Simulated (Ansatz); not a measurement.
**SrTiO3: band gap under strain**

Aim: follow the gap of SrTiO3, database structure through these states: no strain; -3.9 % strain along y alone; -4.8 % biaxial strain in x and y, free along z. The table at the end shows which levels were run.

The runs shown are made with Ansatz 0.2.0. PAW datasets, plane waves. Computed at 0 K without zero-point motion; spin polarisation is off.

## Step 1: Starting point

The unstrained cell was relaxed with r2SCAN; in each strained cell the atoms were relaxed again with r2SCAN. Names of k-points are those of the unstrained zone, where strain can split equivalent points. First state: no strain.

It is cubic, Pm-3m (No. 221); conventional cell a = 3.907 Å, 11.93 Å³ an atom. Around Sr lie 12 O at 2.76 Å; around Ti lie 6 O at 1.95 Å; around O lie 2 Ti at 1.95 Å and 4 Sr at 2.76 Å.

The structure in full:

```xyz
5
Lattice="3.9069 0.0000 0.0000 0.0000 3.9069 0.0000 0.0000 0.0000 3.9069" Properties=species:S:1:pos:R:3 pbc="T T T"
Sr    0.0000    0.0000    0.0000
Ti    1.9534    1.9534    1.9534
O     1.9534    0.0000    1.9534
O     1.9534    1.9534    0.0000
O     0.0000    1.9534    1.9534
```

## Step 2: No strain: PBE

input.yaml

```yaml
crystal:
  lattice:
    - [3.906851503, 0.0, 0.0]
    - [0.0, 3.906851503, 0.0]
    - [0.0, 0.0, 3.906851503]
  atoms:
    - { symbol: Sr, position: [0.0, 0.0, 0.0] }
    - { symbol: Ti, position: [0.5, 0.5, 0.5] }
    - { symbol: O, position: [0.5, 0.0, 0.5] }
    - { symbol: O, position: [0.5, 0.5, 0.0] }
    - { symbol: O, position: [0.0, 0.5, 0.5] }
kpoints:
  mp_grid: { grid: [6, 6, 6] }
  band_path:
    path: [[0.0, 0.0, 0.0], [0.0, 0.5, 0.0], [0.5, 0.5, 0.0], [0.5, 0.5, 0.5]]
    npoints: 1
hamiltonian:
  xc: pbe
scf:
  occupations: { method: fermi_dirac, width: 0.02 }
  n_extra_bands: 5
output:
  forces: true
  stress: true
  eigenvalues: true
```

Launch:

```console
$ ansatz run input.yaml --threads 4 --pin off --max-ram 5529MiB --backend cpu --events-out ev --progress --plain --runs-dir out
```

After this run come: No strain: r2SCAN; No strain: HSE06; -3.9 % strain along y alone: PBE; -3.9 % strain along y alone: r2SCAN; -3.9 % strain along y alone: HSE06; -4.8 % biaxial strain in x and y, free along z: PBE; -4.8 % biaxial strain in x and y, free along z: r2SCAN; -4.8 % biaxial strain in x and y, free along z: HSE06.

What does the calculation give?

**Answer**, as computed:

Least gap in eV (negative: overlap), with the change from the unstrained cell in brackets:

```
                                         state  volume change (%)           PBE        r2SCAN         HSE06
                                     no strain               +0.0          1.88          2.26          3.32
                   -3.9 % strain along y alone               -3.9  1.89 (+0.01)  2.28 (+0.02)  3.37 (+0.05)
-4.8 % biaxial strain in x and y, free along z               -6.3  1.82 (-0.06)  2.22 (-0.04)  3.32 (+0.00)
```

In words: With HSE06, of the states in the table -3.9 % strain along y alone shifts the gap most, by +0.046 eV. PBE and HSE06 differ by 1.44 eV on the unstrained gap, and by at most 0.06 eV on its change.
